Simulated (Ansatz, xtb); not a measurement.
# Two isomers of C5H12

Structure I is `CC(C)(C)C`, a singlet and structure II is `CCC(C)C`, a singlet. Both are isolated molecules in the gas phase, relaxed with B3LYP/6-31G*, each in the lowest conformer that the search found.

Quicker runs give these differences E(II) − E(I): GFN2-xTB +3.1 kcal/mol; HF/STO-3G +0.9 kcal/mol (at GFN2-xTB geometries); r2SCAN-D4/def2-SVP +2.4 kcal/mol (at GFN2-xTB geometries).

Q: Estimate E(II) − E(I) at the level CCSD(T)/def2-SVP + ΔMP2/def2-TZVPP.

A: Calculated at CCSD(T)/def2-SVP + ΔMP2/def2-TZVPP: E(II) − E(I) = +3.2 kcal/mol, so structure I lies lower.

The same difference at several levels:

```
                             level      geometry  E(II) − E(I) (kcal/mol)  departure from the last row (kcal/mol)  job, with rough time for the two
                          GFN2-xTB      GFN2-xTB                      +3.1                                    −0.1             optimisation, 0.092 s
                         HF/STO-3G      GFN2-xTB                      +0.9                                    −2.3              single point, 0.36 s
                r2SCAN-D4/def2-SVP      GFN2-xTB                      +2.4                                    −0.7               single point, 4.8 s
                      B3LYP/6-31G*  B3LYP/6-31G*                      +1.2                                    −2.0                optimisation, 23 s
                       HF/def2-SVP  B3LYP/6-31G*                      +1.1                                    −2.0           part of the CCSD(T) run
                      MP2/def2-SVP  B3LYP/6-31G*                      +3.4                                    +0.2           part of the CCSD(T) run
                  CCSD(T)/def2-SVP  B3LYP/6-31G*                      +3.0                                    −0.2                      single point
CCSD(T)/def2-SVP + ΔMP2/def2-TZVPP  B3LYP/6-31G*                      +3.2                                                        single point, 67 s
```

As drawn, both hold the same kinds of bond in the same numbers. Structure I has 4 methyl groups, II 3.

The levels shown agree on the order. The largest departure from CCSD(T)/def2-SVP + ΔMP2/def2-TZVPP is that of HF/STO-3G, 2.3 kcal/mol. The last row adds to CCSD(T) the change of the MP2 difference between the two basis sets, here +0.2 kcal/mol.

With harmonic frequencies from B3LYP/6-31G* (ideal gas, rigid rotor, one conformer each, 600 K, 1 atm): the zero-point term adds +0.5 kcal/mol; ΔH is +3.5 and ΔG −0.3 kcal/mol. In free energy the two are nearly level.

The correlated steps freeze 5 core orbitals. Mirror images aren't counted in ΔG. Programs: Ansatz 0.2.0, xtb 6.7.1; the last row on 2 threads of Arm Neoverse V2 on a shared host.
